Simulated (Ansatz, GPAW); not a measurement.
# HgSe with PBE in single-zeta orbitals from a Python script

These are simulated results from GPAW 26.7.0, not measurements. The cell was built from a prototype and was relaxed with r2SCAN in plane waves (Ansatz 0.2.0). Not every such cell is a known phase. All runs are without spin polarisation.

The symmetry is F-43m (No. 216, cubic); conventional cell a = 6.185 Å, 29.58 Å³ an atom. Around Hg lie 4 Se at 2.68 Å; around Se lie 4 Hg at 2.68 Å.

The basis is minimal: single zeta, one radial function for each shell that the log's basis lists. It describes the filled bands fairly and the empty ones poorly.

run.py reads:

```python
import json
from ase import Atoms
from gpaw import GPAW, PW, FermiDirac

atoms = Atoms(['Hg', 'Se'],
              cell=[[-0.0, 3.092665, 3.092665], [3.092665, 0.0, 3.092665], [3.092665, 3.092665, 0.0]],
              scaled_positions=[[-0.0, 0.0, 0.0], [0.25, 0.25, 0.25]],
              pbc=True)
calc = GPAW(mode='lcao', basis='sz(dzp)', h=0.2, xc='PBE', kpts={'size': (6, 6, 6), 'gamma': True},
            occupations=FermiDirac(0.02), maxiter=100, legacy_gpaw=True, txt='gpaw.txt')
atoms.calc = calc
res = {'energy': atoms.get_potential_energy(force_consistent=True)}
res['electrons'] = calc.get_number_of_electrons()
res['k'] = calc.get_ibz_k_points().tolist()
res['levels'] = [calc.get_eigenvalues(kpt=i).tolist() for i in range(len(res['k']))]
points = [[0.0, 0.0, 0.0], [-0.5, -0.5, 0.0], [-0.375, -0.375, 0.25], [-0.375, 0.0, 0.375], [0.0, 0.0, 0.5], [-0.5, -0.25, 0.25]]
bands = calc.fixed_density(kpts=points, symmetry='off', txt='bands.txt')
res['points'] = [bands.get_eigenvalues(kpt=i).tolist() for i in range(len(points))]
json.dump(res, open('results.json', 'w'))
print('free energy (eV):', round(res['energy'], 5))
```

Command: `python run.py`. It took 5.5 s on 1 thread of Arm Neoverse V1 (shared host), peak memory 0.14 GiB.

The log gpaw.txt, trimmed of paths, versions and times, then the last line on the terminal. An iter line gives the energy in eV and the logarithms of the changes of orbitals (plane waves alone) and density (c: converged):

```
___ ___ ___ _ _ _
 |   |   |_  | | | |

 | | | | | . | | | |

 |__ |  _|___|_____|  26.7.0
 |___|_|

Input parameters:
  basis: sz(dzp)
  h: 0.2
  kpts: {gamma: True,
         size: (6, 6, 6)}
  maxiter: 100
  mode: lcao
  occupations: {fixmagmom: False,
                name: fermi-dirac,
                width: 0.02}
  xc: PBE

System changes: positions, numbers, cell, pbc, initial_charges, initial_magmoms

Initialize ...

species:
  Hg:
    name:    Mercury
    Z:       80.0
    valence: 18
    core:    62
    charge:  0.0  # [|e|]
    compensation charges:
      type: gauss
      rc: 0.41  # [Å]
      lmax: 2
    cutoffs:
      filter: 2.17  # [Å]
      core: 2.06  # [Å]
    projectors
    | kind |    occ | energy [eV] | rcut [Å] |

    |------|--------|-------------|----------|

    |   6s |  2.000 |      -6.783 |    1.307 |

    |   5p |  6.000 |     -66.572 |    1.291 |

    |   6p |  0.000 |      -1.056 |    1.291 |

    |   5d | 10.000 |      -9.891 |    1.302 |

    |    s |        |      20.429 |    1.307 |

    |    d |        |      17.320 |    1.302 |

    LCAO basis set for Hg:
      Name: sz(dzp)
      Number of radial functions: 4
      Number of spherical harmonics: 12
        l=0, rc=7.9688 Bohr: 6s-sz confined orbital
        l=1, rc=3.3594 Bohr: 5p-sz confined orbital
        l=1, rc=12.7031 Bohr: 6p-sz confined orbital
        l=2, rc=5.3594 Bohr: 5d-sz confined orbital
      Number of RI-basis functions 0

  Se:
    name:    Selenium
    Z:       34.0
    valence: 6
    core:    28
    charge:  0.0  # [|e|]
    compensation charges:
      type: gauss
      rc: 0.27  # [Å]
      lmax: 2
    cutoffs:
      filter: 1.77  # [Å]
      core: 2.67  # [Å]
    projectors
    | kind |    occ | energy [eV] | rcut [Å] |

    |------|--------|-------------|----------|

    |   4s |  2.000 |     -17.277 |    0.847 |

    |   4p |  4.000 |      -6.512 |    1.005 |

    |    s |        |       9.935 |    0.847 |

    |    p |        |      20.699 |    1.005 |

    |    d |        |       0.000 |    0.847 |

    LCAO basis set for Se:
      Name: sz(dzp)
      Number of radial functions: 2
      Number of spherical harmonics: 4
        l=0, rc=5.7344 Bohr: 4s-sz confined orbital
        l=1, rc=7.2656 Bohr: 4p-sz confined orbital
      Number of RI-basis functions 0

Reference energy: -599259.310858  # eV

Spin-paired calculation

Convergence criteria:
 Maximum [total energy] change in last 3 cyles: 0.0005 eV / valence electron
 Maximum integral of absolute [dens]ity change: 0.0001 electrons / valence electron
 Maximum integral of absolute [eigenst]ate change: 4e-08 eV^2 / valence electron
 Maximum number of scf [iter]ations: 100
 (Square brackets indicate name in SCF output, whereas a 'c' in
 the SCF output indicates the quantity has converged.)

Symmetries present (total): 24

  ( 1  0  0)  ( 1  0  0)  ( 1  0 -1)  ( 1  0 -1)  ( 1 -1  0)  ( 1 -1  0)
  ( 0  1  0)  ( 0  0  1)  ( 0  1 -1)  ( 0  0 -1)  ( 0 -1  1)  ( 0 -1  0)
  ( 0  0  1)  ( 0  1  0)  ( 0  0 -1)  ( 0  1 -1)  ( 0 -1  0)  ( 0 -1  1)

  ( 0  1  0)  ( 0  1  0)  ( 0  1 -1)  ( 0  1 -1)  ( 0  0  1)  ( 0  0  1)
  ( 1  0  0)  ( 0  0  1)  ( 1  0 -1)  ( 0  0 -1)  ( 1  0  0)  ( 0  1  0)
  ( 0  0  1)  ( 1  0  0)  ( 0  0 -1)  ( 1  0 -1)  ( 0  1  0)  ( 1  0  0)

  ( 0  0 -1)  ( 0  0 -1)  ( 0 -1  1)  ( 0 -1  1)  ( 0 -1  0)  ( 0 -1  0)
  ( 1  0 -1)  ( 0  1 -1)  ( 1 -1  0)  ( 0 -1  0)  ( 1 -1  0)  ( 0 -1  1)
  ( 0  1 -1)  ( 1  0 -1)  ( 0 -1  0)  ( 1 -1  0)  ( 0 -1  1)  ( 1 -1  0)

  (-1  1  0)  (-1  1  0)  (-1  0  1)  (-1  0  1)  (-1  0  0)  (-1  0  0)
  (-1  0  1)  (-1  0  0)  (-1  1  0)  (-1  0  0)  (-1  1  0)  (-1  0  1)
  (-1  0  0)  (-1  0  1)  (-1  0  0)  (-1  1  0)  (-1  0  1)  (-1  1  0)

216 k-points: 6 x 6 x 6 Monkhorst-Pack grid + [1/12,1/12,1/12]
16 k-points in the irreducible part of the Brillouin zone
       k-points in crystal coordinates                weights
   0:     0.00000000    0.00000000    0.00000000          1/216
   1:     0.16666667    0.16666667    0.00000000          6/216
   2:     0.16666667    0.16666667    0.16666667          8/216
   3:     0.33333333    0.16666667    0.16666667         12/216
   4:     0.33333333    0.33333333   -0.33333333         12/216
   5:     0.33333333    0.33333333    0.00000000          6/216
   6:     0.33333333    0.33333333    0.16666667         24/216
   7:     0.33333333    0.33333333    0.33333333          8/216
   8:     0.50000000    0.33333333   -0.33333333         24/216
   9:     0.50000000    0.33333333   -0.16666667         12/216
          ...
  15:     0.50000000    0.50000000    0.50000000          4/216

Wave functions: LCAO
  Diagonalizer: Serial LAPACK
  Atomic Correction: dense with blas
  Data-type: complex

Occupation numbers: Fermi-Dirac:
  width: 0.0200  # eV

Eigensolver
   LCAO using direct dense diagonalizer

Densities:
  Coarse grid: 16*16*16 grid
  Fine grid: 32*32*32 grid
  Total Charge: 0.000000

Density mixing:
  Method: separate
  Backend: msr1
  Linear mixing parameter: 0.05
  old densities: 10
  Width of damping distribution: 1.1
  Damping of long wavelength oscillations: 20

Hamiltonian:
  XC and Coulomb potentials evaluated on a 32*32*32 grid
  Using the PBE Exchange-Correlation functional
  Interpolation: tri-quintic (5. degree polynomial)
  Poisson solver: FastPoissonSolver using
    Stencil: 12*3+1=37 point O(h^6) finite-difference Laplacian
    FFT axes: [np.int64(0), np.int64(1), np.int64(2)]
    FST axes: []

XC parameters: PBE with 2 nearest neighbor stencil

Memory estimate:
  Process memory now: 111.72 MiB
  Calculator: 9.56 MiB
    Density: 5.64 MiB
      Arrays: 0.81 MiB
      Localized functions: 4.20 MiB
      Mixer: 0.62 MiB
    Hamiltonian: 0.81 MiB
      Arrays: 0.53 MiB
      XC: 0.00 MiB
      Poisson: 0.00 MiB
      vbar: 0.28 MiB
    Wavefunctions: 3.11 MiB
      C [qnM]: 0.06 MiB
      S, T [2 x qmm]: 0.12 MiB
      P [aqMi]: 0.01 MiB
      BasisFunctions: 2.91 MiB
      Eigensolver: 0.00 MiB

Total number of cores used: 1

Number of atoms: 2
Number of atomic orbitals: 16
Number of bands in calculation: 16
Number of valence electrons: 24
Bands to converge: occupied
Positions:
   0 Hg     0.000000    0.000000    0.000000    ( 0.0000,  0.0000,  0.0000)
   1 Se     1.546333    1.546333    1.546333    ( 0.0000,  0.0000,  0.0000)

Unit cell:
           periodic     x           y           z      points  spacing
  1. axis:    yes   -0.000000    3.092665    3.092665    16     0.2232
  2. axis:    yes    3.092665    0.000000    3.092665    16     0.2232
  3. axis:    yes    3.092665    3.092665    0.000000    16     0.2232

  Lengths:   4.373689   4.373689   4.373689
  Angles:   60.000000  60.000000  60.000000

Effective grid spacing dv^(1/3) = 0.2435

iter:   1    -2.706074        c
iter:   2    -2.693763        c -1.33
iter:   3    -2.632427        c -1.35
iter:   4    -2.631661        c -2.18
iter:   5    -2.631475c       c -3.18
iter:   6    -2.631406c       c -3.41
iter:   7    -2.631406c       c -4.76c

Converged after 7 iterations.

Energy contributions relative to reference atoms: (reference = -599259.310858)

Kinetic:        +51.056201
Potential:      -45.632818
External:        +0.000000
XC:              -8.470635
Entropy (-ST):   -0.000353
Local:           +0.416023
SIC:             +0.000000
--------------------------
Free energy:     -2.631582
Extrapolated:    -2.631406

Showing only first 2 kpts
 Kpt  Band  Eigenvalues  Occupancy
  0    10      3.87930    1.40592
  0    11      3.88428    1.29710
  0    12      3.88428    1.29710
  0    13     10.40211    0.00000

  1    10      3.27707    2.00000
  1    11      3.28017    2.00000
  1    12      5.34436    0.00000
  1    13      8.96594    0.00000

Fermi level: 3.89653

No gap
No difference between direct/indirect transitions

free energy (eV): -2.63158
```

The gap in the log is over the mesh alone; results.json adds the listed points. PBE in single-zeta orbitals gives no gap at the points read. On the same cell, plane-wave PBE (Ansatz, 8×8×8 k points and the special points) gives no gap at the points read and r2SCAN no gap at the points read; on shared hosts these took about 4.5 and 12 core-seconds on the 2-atom cell, against 5.5 for the script. Spin-orbit coupling, left out in all these runs, can cut or reorder the gap by tenths of an eV, up to about 1 eV with Pb or Bi.

Spin-orbit coupling is left out; in compounds of Pb, Bi, Tl or Hg it can lower a gap by up to about 1 eV, split its edges or invert the bands.
